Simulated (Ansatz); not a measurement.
HfSiO4: O vacancy

Computed with the plane-wave PAW code Ansatz (scalar-relativistic, PAW set soft_2): PBE, collinear spin, 420 eV cutoff, k-mesh 2×2×2.

The relaxed host crystal (Kohn–Sham gap 5.31 eV over the whole zone):

```cif
data_structure
_symmetry_space_group_name_H-M 'P 1'
_symmetry_Int_Tables_number 1
_cell_length_a 5.5787
_cell_length_b 5.5787
_cell_length_c 5.5787
_cell_angle_alpha 106.895
_cell_angle_beta 106.895
_cell_angle_gamma 114.756
_cell_volume 132.79
loop_
_atom_site_label
_atom_site_type_symbol
_atom_site_fract_x
_atom_site_fract_y
_atom_site_fract_z
_atom_site_occupancy
Hf1 Hf 0.00000 0.00000 0.00000 1
Hf2 Hf 0.75000 0.25000 0.50000 1
Si1 Si 0.25000 0.75000 0.50000 1
Si2 Si 0.50000 0.50000 0.00000 1
O1 O 0.13473 0.31894 0.81579 1
O2 O 0.06894 0.75315 0.68421 1
O3 O 0.06894 0.38473 0.31579 1
O4 O 0.50315 0.31894 0.18421 1
O5 O 0.68106 0.49685 0.81579 1
O6 O 0.61527 0.93106 0.68421 1
O7 O 0.24685 0.93106 0.31579 1
O8 O 0.68106 0.86527 0.18421 1
```

Supercell of 36 atoms, rows of the matrix [[0,-1,-1],[-1,0,-1],[2,2,1]] times the cell vectors; O vacancy at (0.135, 0.319, 0.816) in fractions of the cell above. Atoms are relaxed at the host's cell, from a start shaken by 0.03 Å near the defect; charged cells sit in a uniform background.

Nearest atoms to the empty O site: in the perfect crystal Si 1.64 Å; charge +2: Hf 2.28 Å, O 2.33 Å, O 2.36 Å; charge +1: Si 1.64 Å, Hf 2.25 Å, O 2.30 Å; charge 0: Si 1.42 Å, Hf 2.19 Å, Hf 2.30 Å.

The largest move of an atom from its ideal place is 0.8 Å at charge +2, 0.2 Å at charge +1, 0.2 Å at charge 0, so the cell at charge +2 rearranged and didn't merely relax.

```csv
charge,moment of the cell (μB),gap of the cell on the mesh (eV),carriers
+2,0.00,4.03,none in the bands
+1,0.00,0.00,"level in the gap, partly filled"
0,0.00,3.10,none in the bands
```

On this mesh the host's own supercell has a gap of 5.32 eV.

At charge +1 a level in the gap is left partly filled; a distortion or another spin state could split it and lower the energy.

Formation energy of the neutral defect: 5.63 eV, taking atoms from and to the elements' standard states (no corrections for gases), so it belongs to those chemical potentials alone.

Caveats: a moment set at the start was lost; at charge +1: bands were filled unevenly over the k points at some point of the run, the odd electron ends without a moment, so a state with one unpaired electron may lie lower; semilocal functionals make gaps too small, which shifts levels too; small supercell, so energies and levels can be off by tenths of an eV; one random start near the defect, so other minima are possible.
